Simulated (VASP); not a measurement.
# Sb (R-3m) in VASP: settings compared

Aim: see how the results for Sb move with the level of theory and the settings. Levels: PBE, r2SCAN, PBE+D3(BJ). Tasks: density of states, phonons, elastic constants.

All numbers are computed with VASP 6.6.1; they aren't measurements. Logs are shortened: lines on timing, memory, paths and dates and some standing lists are left out, and cuts for length are marked.

## (1) The crystal as given

Symmetry: R-3m, No. 166, trigonal system. The conventional cell has a = 4.324 Å, b = 4.324 Å, c = 11.030 Å, α = 90.00°, β = 90.00°, γ = 120.00°. Sb (site symmetry 3m) is surrounded by 6 Sb at 2.93 to 3.29 Å.

## (2) Density of states, PBE

File POSCAR:

```
Sb                                      
1.0
    2.1620827596      1.2482790632      3.6767993594
   -2.1620827596      1.2482790632      3.6767993594
    0.0000000000     -2.4965581265      3.6767993594
  Sb            
     2
Direct
     0.2364761915998050    0.2364761915998050    0.2364761915998050
     0.7635238084001950    0.7635238084001950    0.7635238084001950
```

File INCAR.step1:

```
PREC = Accurate
ENCUT = 520
EDIFF = 1E-6
ISMEAR = 1
SIGMA = 0.1
LREAL = F
LASPH = T
NELM = 80
ALGO = Normal
ISIF = 2
LWAVE = F
LCHARG = T
GGA = PE
KPAR = 4
```

File KPOINTS.step1:

```
regular mesh
0
Gamma
  10 10 10
```

File INCAR.step2:

```
PREC = Accurate
ENCUT = 520
EDIFF = 1E-6
ISMEAR = -5
SIGMA = 0.1
LREAL = F
LASPH = T
NELM = 80
ALGO = Normal
ISIF = 2
LWAVE = F
LCHARG = F
GGA = PE
LORBIT = 11
KPAR = 4
NEDOS = 2001
ICHARG = 11
```

File KPOINTS.step2:

```
regular mesh
0
Gamma
  15 15 15
```

Potentials or basis: VASP PAW PBE potentials, release 64 (Sb).

Started as:

```sh
> cat potpaw_PBE.64/Sb/POTCAR > POTCAR
> cp INCAR.step1 INCAR
> cp KPOINTS.step1 KPOINTS
> mpirun -np 4 vasp_std > vasp.out
> cp INCAR.step2 INCAR
> cp KPOINTS.step2 KPOINTS
> mpirun -np 4 vasp_std > vasp.out
```

OUTCAR:

```text
PREC = Accurate
   ENCUT = 520
   EDIFF = 1E-6
   ISMEAR = -5
   LREAL = F
   LASPH = T
   NELM = 80
   ISIF = 2
   GGA = PE
   LORBIT = 11
   ICHARG = 11

 ion  position               nearest neighbor table
   1  0.236  0.236  0.236-   2 2.93   2 2.93   2 2.93   2 3.29   2 3.29   2 3.29
   2  0.764  0.764  0.764-   1 2.93   1 2.93   1 2.93   1 3.29   1 3.29   1 3.29

  LATTYP: Found a trigonal (rhomboedric) cell.
 ALAT       =     4.4442835202
 COS(alpha) =     0.5266622852

  Lattice vectors:

 A1 = (   2.1620827596,   1.2482790632,   3.6767993594)
 A2 = (  -2.1620827596,   1.2482790632,   3.6767993594)
 A3 = (   0.0000000000,  -2.4965581265,   3.6767993594)

Analysis of symmetry for initial positions (statically):
=====================================================================
 Subroutine PRICEL returns:
 Original cell was already a primitive cell.

 Routine SETGRP: Setting up the symmetry group for a
 trigonal (rhombohedral) supercell.

 Subroutine GETGRP returns: Found 12 space group operations
 (whereof 12 operations were pure point group operations)
 out of a pool of 12 trial point group operations.

The static configuration has the point symmetry D_3d.

Analysis of symmetry for dynamics (positions and initial velocities):
=====================================================================
 Subroutine PRICEL returns:
 Original cell was already a primitive cell.

 Routine SETGRP: Setting up the symmetry group for a
 trigonal (rhombohedral) supercell.

 Subroutine GETGRP returns: Found 12 space group operations
 (whereof 12 operations were pure point group operations)
 out of a pool of 12 trial point group operations.

The dynamic configuration has the point symmetry D_3d.

 Subroutine INISYM returns: Found 12 space group operations
 (whereof 12 operations are pure point group operations),
 and found     1 'primitive' translations

----------------------------------------------------------------------------------------

                                     Primitive cell

  volume of cell :      59.5395

  direct lattice vectors                    reciprocal lattice vectors
     2.162082760  1.248279063  3.676799359     0.231258493  0.133517153  0.090658559
    -2.162082760  1.248279063  3.676799359    -0.231258493  0.133517153  0.090658559
     0.000000000 -2.496558127  3.676799359     0.000000000 -0.267034306  0.090658559

  length of vectors
     4.444283520  4.444283520  4.444283520     0.282004069  0.282004069  0.282004069

  position of ions in fractional coordinates (direct lattice)
     0.236476192  0.236476192  0.236476192
     0.763523808  0.763523808  0.763523808

  ion indices of the primitive-cell ions
   primitive index   ion index
                 1           1
                 2           2

----------------------------------------------------------------------------------------

 KPOINTS: regular mesh

Automatic generation of k-mesh.
 Grid dimensions read from file:
 generate k-points for:   15   15   15

 Generating k-lattice:

  Cartesian coordinates                     Fractional coordinates (reciprocal lattice)
     0.015417233  0.008901144  0.006043904     0.066666667 -0.000000000 -0.000000000
    -0.015417233  0.008901144  0.006043904    -0.000000000  0.066666667 -0.000000000
     0.000000000 -0.017802287  0.006043904     0.000000000  0.000000000  0.066666667

  Length of vectors
     0.018800271  0.018800271  0.018800271

  Shift w.r.t. Gamma in fractional coordinates (k-lattice)
     0.000000000  0.000000000  0.000000000

 TETIRR: Found   1695 inequivalent tetrahedra from    20250

 Subroutine IBZKPT returns following result:
 ===========================================

 Found    344 irreducible k-points:

 Following reciprocal coordinates:
            Coordinates               Weight
  0.000000  0.000000  0.000000      1.000000
  0.066667 -0.000000 -0.000000      6.000000
  0.133333  0.000000 -0.000000      6.000000
  0.200000 -0.000000 -0.000000      6.000000
  0.266667  0.000000 -0.000000      6.000000
  0.333333  0.000000 -0.000000      6.000000
[... 16 lines left out ...]
  0.133333  0.133333 -0.000000      6.000000
  0.200000  0.133333 -0.000000     12.000000
 [... further k-points ...]
   k-points           NKPTS =    344   k-points in BZ     NKDIM =    344   number of bands    NBANDS=      9
   number of dos      NEDOS =   2001   number of ions     NIONS =      2
   total plane-waves  NPLWV =  46656
   dimension x,y,z NGX =    36 NGY =   36 NGZ =   36
   dimension x,y,z NGXF=    72 NGYF=   72 NGZF=   72
   ions per type =               2
   NGX,Y,Z   is equivalent  to a cutoff of  13.47, 13.47, 13.47 a.u.
   NGXF,Y,Z  is equivalent  to a cutoff of  26.93, 26.93, 26.93 a.u.
 SYSTEM =  unknown system
   PREC   = accura    normal or accurate (medium, high low for compatibility)
   ISTART =      0    job   : 0-new  1-cont  2-samecut
   ICHARG =     11    charge: 1-file 2-atom 10-const
   ISPIN  =      1    spin polarized calculation?
   LNONCOLLINEAR =      F non collinear calculations
   LSORBIT =      F    spin-orbit coupling
   LASPH  =      T    aspherical Exc in radial PAW
   ENCUT  =  520.0 eV  38.22 Ry    6.18 a.u.   8.26  8.26  8.26*2*pi/ulx,y,z
   NELM   =     80;   NELMIN=  2; NELMDL=  0     # of ELM steps
   EDIFF  = 0.1E-05   stopping-criterion for ELM
   LREAL  =      F    real-space projection
   EDIFFG = 0.1E-04   stopping-criterion for IOM
   NSW    =      0    number of steps for IOM
   IBRION =     -1    ionic relax: 0-MD 1-quasi-New 2-CG
   NFREE  =      0    steps in history (QN), initial steepest desc. (CG)
   ISIF   =      2    stress and relaxation
   ISYM   =      2    0-nonsym 1-usesym 2-fastsym
   POTIM  = 0.5000    time-step for ionic-motion
   TEBEG  =    0.0;   TEEND  =   0.0 temperature during run
   PSTRESS=    0.0 pullay stress
   NELECT =      10.0000    total number of electrons
   NUPDOWN=      -1.0000    fix difference up-down
   EMIN   =  10.00;   EMAX   =-10.00  energy-range for DOS
   EFERMI =   0.00;   METHOD = LEGACY
   ISMEAR =    -5;   SIGMA  =   0.10  broadening in eV -4-tet -1-fermi 0-gaus
   EFERMI_NEDOS =   21; number of points for ismear=-14 and -15
   IALGO  =     38    algorithm
   IMIX   =      4    mixing-type and parameters
     AMIX     =   0.40;   BMIX     =  1.00
     AMIX_MAG =   1.60;   BMIX_MAG =  1.00
  volume/ion in A,a.u.               =      29.77       200.90
  Fermi-wavevector in a.u.,A,eV,Ry     =   0.903247  1.706889 11.100378  0.815855
  Thomas-Fermi vector in A             =   2.026549
   LORBIT       =     11    0 simple, 1 ext, 2 COOP (PROOUT), +10 PAW based schemes
   GGA     = PE    functional components
   LHFCALC =     F    Hartree Fock is set to
   AEXX    =    0.0000 exact exchange contribution
   IVDW    =     0    specifies the selected vdW correction
   LEPSILON=     F    determine dielectric tensor
   LRPA    =     F    only Hartree local field effects (RPA)
 non-spin polarized calculation
 Fermi weights with tetrahedron method with Bloechl corrections
  energy-cutoff  :      520.00
  volume of cell :       59.54
 maximum number of plane-waves:      1617
 NGX is ok and might be reduce to    36

 number of electron      10.0000000 magnetization

 Free energy of the ion-electron system (eV)
  ---------------------------------------------------
  ext. energy  EPLUGINS =         0.00000000
  ---------------------------------------------------
  free energy    TOTEN  =        -8.24315741 eV

  energy without entropy =       -8.24315741  energy(sigma->0) =       -8.24315741

 E-fermi :   7.4011     XC(G=0):  -9.6051

 val. band max:        7.4641992111   @ k =   0.3333   0.1333   0.1333
 cond. band min:       7.3380534400   @ k =   0.4667  -0.0000  -0.0000
 fundamental gap:     -0.1261457711
 Fermi energy:         7.4011251304

 k-point     1 :       0.0000    0.0000    0.0000
  band No.  band energies     occupation
      1      -5.3171      2.00000
      2       2.7346      2.00000
      3       5.4508      2.00000
      4       5.5981      2.00000
      5       5.5981      2.00000
      6       9.7970      0.00000
      7      10.2606      0.00000
      8      10.2606      0.00000
      9      12.3546      0.00000

 k-point     2 :       0.0667   -0.0000   -0.0000
  band No.  band energies     occupation
      1      -5.2677      2.00000
      2       2.4808      2.00000
      3       5.4702      2.00000
      4       5.5932      2.00000
      5       5.7235      2.00000
      6       9.7347      0.00000
      7      10.1082      0.00000
      8      10.1136      0.00000
      9      12.1586      0.00000

 k-point     3 :       0.1333    0.0000   -0.0000
  band No.  band energies     occupation
      1      -5.1200      2.00000
      2       1.8602      2.00000
      3       5.4879      2.00000
      4       5.5828      2.00000
      5       6.0119      2.00000
      6       9.4991      0.00000
      7       9.7069      0.00000
      8       9.7374      0.00000
      9      11.9485      0.00000

 k-point     4 :       0.2000   -0.0000   -0.0000
  band No.  band energies     occupation
      1      -4.8750      2.00000
      2       1.0701      2.00000
      3       5.5171      2.00000
      4       5.5771      2.00000
      5       6.2942      2.00000
      6       9.0785      0.00000
      7       9.1910      0.00000
      8       9.2446      0.00000
      9      12.0761      0.00000

 k-point     5 :       0.2667    0.0000   -0.0000
  band No.  band energies     occupation
      1      -4.5347      2.00000
      2       0.2219      2.00000
      3       5.5734      2.00000
      4       5.5861      2.00000
      5       6.5158      2.00000
      6       8.5687      0.00000
      7       8.6744      0.00000
      8       8.7383      0.00000
      9      12.5261      0.00000

 k-point     6 :       0.3333    0.0000   -0.0000
  band No.  band energies     occupation
      1      -4.1030      2.00000
      2      -0.6245      2.00000
      3       5.6138      2.00000
      4       5.6607      2.00000
      5       6.6951      2.00000
      6       8.0668      0.00000
      7       8.2245      0.00000
      8       8.2832      0.00000
      9      13.2145      0.00000
[... 169 lines left out ...]
 k-point    21 :      -0.1333    0.0667    0.0000
  band No.  band energies     occupation
      1      -5.0021      2.00000
      2       1.5070      2.00000
      3       5.1022      2.00000
      4       5.7978      2.00000
      5       6.2878      2.00000
      6       9.0157      0.00000
      7       9.0964      0.00000
      8      10.2347      0.00000
      9      11.7562      0.00000

 k-point    22 :      -0.0667    0.0667    0.0000
  band No.  band energies     occupation
      1      -5.1838      2.00000
      2       2.1356      2.00000
      3       5.2954      2.00000
      4       5.6573      2.00000
      5       5.9865      2.00000
      6       9.4923      0.00000
      7       9.6504      0.00000
      8      10.2624      0.00000
      9      11.8812      0.00000

 k-point    23 :       0.1333    0.1333   -0.0000
  band No.  band energies     occupation
      1      -5.0632      2.00000
      2       1.7931      2.00000
      3       5.0064      2.00000
      4       5.1627      2.00000
      5       6.9275      2.00000
      6       8.2735      0.00000
      7      10.0167      0.00000
      8      10.5979      0.00000
      9      11.7129      0.00000

 k-point    24 :       0.2000    0.1333   -0.0000
  band No.  band energies     occupation
      1      -4.8891      2.00000
      2       1.3382      2.00000
      3       4.8200      2.00000
      4       5.0387      2.00000
      5       6.9986      2.00000
      6       8.0560      0.00000
      7       9.9961      0.00000
      8      10.5724      0.00000
      9      11.4964      0.00000

 [... further k-points ...]

------------------------ aborting loop because EDIFF is reached ----------------------------------------

  FORCE on cell =-STRESS in cart. coord.  units (eV):
  Direction    XX          YY          ZZ          XY          YZ          ZX
  --------------------------------------------------------------------------------------
  -------------------------------------------------------------------------------------
  Total        1.0003440      1.0003440      0.9952916     -0.0000000     -0.0000000      0.0000000
  in kB       26.9187425     26.9187425     26.7827851     -0.0000000     -0.0000000      0.0000000
  external PRESSURE =      26.8734234 kB  Pullay stress =       0.0000000 kB

 VOLUME and BASIS-vectors are now :
 -----------------------------------------------------------------------------
  energy-cutoff  :      520.00
  volume of cell :       59.54
      direct lattice vectors                 reciprocal lattice vectors
     2.162082760  1.248279063  3.676799359     0.231258493  0.133517153  0.090658559
    -2.162082760  1.248279063  3.676799359    -0.231258493  0.133517153  0.090658559
     0.000000000 -2.496558127  3.676799359     0.000000000 -0.267034306  0.090658559

 POSITION                                       TOTAL-FORCE (eV/Angst)
 -----------------------------------------------------------------------------------
      0.00000     -0.00000      2.60843         0.000000     -0.000000      0.020209
      0.00000     -0.00000      8.42197         0.000000      0.000000     -0.020209
 -----------------------------------------------------------------------------------
    total drift:                                0.000000     -0.000000      0.000000

  FREE ENERGIE OF THE ION-ELECTRON SYSTEM (eV)
  ---------------------------------------------------
  free  energy   TOTEN  =        -8.2431574147 eV

  energy  without entropy=       -8.2431574147  energy(sigma->0) =       -8.24315741

 total charge

# of ion       s       p       d       tot
------------------------------------------
    1        1.213   1.147   0.037   2.397
    2        1.213   1.147   0.037   2.397
--------------------------------------------------
tot          2.427   2.294   0.073   4.794
```

Wall time 17 s (4 MPI ranks of Intel Xeon 6975P-C (Granite Rapids), shared host); peak memory 0.31 GiB.

What came out:

```
Valence electrons inside the program's atomic spheres : Sb 2.40
```

Levels at points of the mesh, in eV from the Fermi level:
| k point | band 1 | band 2 | band 3 | band 4 | band 5 | band 6 | band 7 | band 8 | band 9 |
| --- | --- | --- | --- | --- | --- | --- | --- | --- | --- |
| (0.00, 0.00, 0.00) | -12.72 | -4.67 | -1.95 | -1.80 | -1.80 | 2.40 | 2.86 | 2.86 | 4.95 |

States per cell in windows of 0.5 eV (zero at the Fermi level; states under -8 eV left out):
```tsv
from (eV)	total	Sb1_p	Sb2_p	Sb1_s	Sb2_s	Sb1_d	Sb2_d
-8.0	0.29	0.01	0.01	0.08	0.08	0.00	0.00
-7.5	0.17	0.00	0.00	0.05	0.05	0.00	0.00
-7.0	0.11	0.00	0.00	0.03	0.03	0.00	0.00
-6.5	0.07	0.00	0.00	0.02	0.02	0.00	0.00
-6.0	0.07	0.00	0.00	0.01	0.01	0.00	0.00
-5.5	0.31	0.05	0.05	0.01	0.01	0.00	0.00
-5.0	0.39	0.06	0.06	0.00	0.00	0.00	0.00
-4.5	0.49	0.08	0.08	0.01	0.01	0.00	0.00
-4.0	0.70	0.12	0.12	0.01	0.01	0.00	0.00
-3.5	0.66	0.12	0.12	0.01	0.01	0.00	0.00
-3.0	0.73	0.13	0.13	0.01	0.01	0.00	0.00
-2.5	0.73	0.14	0.14	0.01	0.01	0.00	0.00
-2.0	0.73	0.14	0.14	0.02	0.02	0.01	0.01
-1.5	0.59	0.11	0.11	0.02	0.02	0.00	0.00
-1.0	0.53	0.10	0.10	0.02	0.02	0.00	0.00
-0.5	0.14	0.02	0.02	0.01	0.01	0.00	0.00
0.0	0.31	0.05	0.05	0.01	0.01	0.00	0.00
0.5	0.75	0.13	0.13	0.03	0.03	0.01	0.01
1.0	0.58	0.11	0.11	0.02	0.02	0.01	0.01
1.5	0.62	0.11	0.11	0.02	0.02	0.01	0.01
2.0	0.86	0.14	0.14	0.02	0.02	0.02	0.02
2.5	0.55	0.11	0.11	0.01	0.01	0.01	0.01
3.0	0.74	0.13	0.13	0.01	0.01	0.02	0.02
3.5	0.57	0.10	0.10	0.01	0.01	0.02	0.02
4.0	0.82	0.12	0.12	0.01	0.01	0.03	0.03
4.5	0.79	0.12	0.12	0.01	0.01	0.03	0.03
5.0	0.61	0.10	0.10	0.00	0.00	0.02	0.02
5.5	0.50	0.08	0.08	0.00	0.00	0.02	0.02
6.0	0.20	0.03	0.03	0.00	0.00	0.01	0.01
6.5	0.10	0.02	0.02	0.00	0.00	0.00	0.00
7.0	0.02	0.00	0.00	0.00	0.00	0.00	0.00
7.5	0.00	0.00	0.00	0.00	0.00	0.00	0.00
```

Caveat: tetrahedron occupations give inexact forces and stress in metals. Spin-orbit coupling is left out, which matters for the levels of Sb.

(Part 1 of 3 ends here.)
